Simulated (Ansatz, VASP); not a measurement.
# Two plane-wave programs on Au

```
CELL_PARAMETERS angstrom
0.00000 2.08564 2.08564
2.08564 0.00000 2.08564
2.08564 2.08564 0.00000
ATOMIC_POSITIONS crystal
Au 0.00000 0.00000 0.00000
```

Alike in both runs: task relaxation of cell and atoms; functional LDA; k mesh 8 × 8 × 8; occupations gaussian, width 0.1 eV; no spin polarisation.

```csv
,VASP,Ansatz
version,VASP 6.6.1,Ansatz 0.2.0
potentials or method,"VASP PAW LDA potentials, release 64 (Au)","scalar-relativistic, plane waves, PAW"
plane-wave cutoff (eV),600,420
valence electrons in the cell,11,19
```

VASP gave:

| Item | Value |
| --- | --- |
| gap on the k mesh at the Fermi level, each at its own relaxed structure (eV) | none |
| relaxed volume (Å³/atom) | 16.73 |
| relaxed cell length with the largest relative difference (Å) | 2.871 |
| energy change over the relaxation (meV/atom) | -60 |

**Question.** What did Ansatz give for the same quantities?

**Answer.** gap on the k mesh at the Fermi level, each at its own relaxed structure (eV): none; relaxed volume (Å³/atom): 16.70; relaxed cell length with the largest relative difference (Å): 2.869; energy change over the relaxation (meV/atom): -65.

A gap of «none» marks a metal or a gap that the smearing closes. The two sets of potentials don't hold the same shells in valence.

 Spin-orbit coupling is left out, which matters for the levels of Au.
